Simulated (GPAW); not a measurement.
The system is CdTe.

```
Te Cd
1.0
     0.00000    3.20500    3.20500
     3.20500    0.00000    3.20500
     3.20500    3.20500    0.00000
Te Cd
1 1
Direct
  0.75000 0.75000 0.75000
  0.00000 0.00000 0.00000
```

- Program: GPAW 26.7.0
- Task: single point
- Functional: PBE
- Potentials or basis: GPAW PAW data sets (gpaw-data 1.2.1)
- Cutoff: 600 eV
- Basis: pw
- k mesh: 7 × 7 × 7
- Occupations: fermi-dirac, width 0.05 eV
- Spin: no spin polarisation

On this cell: pressure 3.8 GPa; largest force zero by symmetry; band gap on the k mesh 0.87 eV, direct.

The same run follows on a disturbed copy (atoms moved at random, drawn with an rms of 0.05 Å):

```
CELL_PARAMETERS angstrom
0.00000 3.20500 3.20500
3.20500 0.00000 3.20500
3.20500 3.20500 0.00000
ATOMIC_POSITIONS crystal
Te 0.74301 0.74107 0.75106
Cd 0.00495 0.00178 0.99239
```

Q: What changes?

A: The energy moves by +6.9 meV/atom; pressure 3.9 GPa; largest force 0.374 eV/Å; band gap on the k mesh 0.83 eV, direct.

Forces on the atoms (eV/Å):
```
Te   0.021  0.046  0.370
Cd  -0.021 -0.046 -0.370
```

Stress tensor (GPa, compression positive):
```
 3.94 -1.33 -0.17
-1.33  3.94 -0.09
-0.17 -0.09  3.83
```

Caveats: spin-orbit coupling is left out, which moves the levels of the heavy elements.

